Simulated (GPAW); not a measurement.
PbS (Galena):

```
CELL_PARAMETERS angstrom
0.00000 2.96575 2.96575
2.96575 0.00000 2.96575
2.96575 2.96575 0.00000
ATOMIC_POSITIONS crystal
Pb 0.00000 0.00000 0.00000
S 0.50000 0.50000 0.50000
```

Base run:

```yaml
Program: GPAW 26.7.0
Functional: PBE
Potentials_or_basis: GPAW PAW data sets (gpaw-data 1.2.1)
Cutoff: 600 eV
Basis: pw
k_mesh: 8 × 8 × 8
Occupations: fermi-dirac, width 0.05 eV
Spin: no spin polarisation
```

Its results: band gap on the k mesh 0.31 eV, direct; pressure 2.0 GPa.

**Question.** The run is repeated on the same cell with these changes: cutoff from 600 eV to 450 eV; k mesh from 8 × 8 × 8 to 6 × 6 × 6. What comes out?

**Answer.** Band gap on the k mesh 0.31 eV, direct; pressure 1.4 GPa.

Caveats: spin-orbit coupling is left out, which as a rule narrows the gap of such compounds by several tenths of an eV; the cutoff is short for stress and forces, so pressures can be off by a GPa or more (some runs).

A k mesh can miss the band edges.
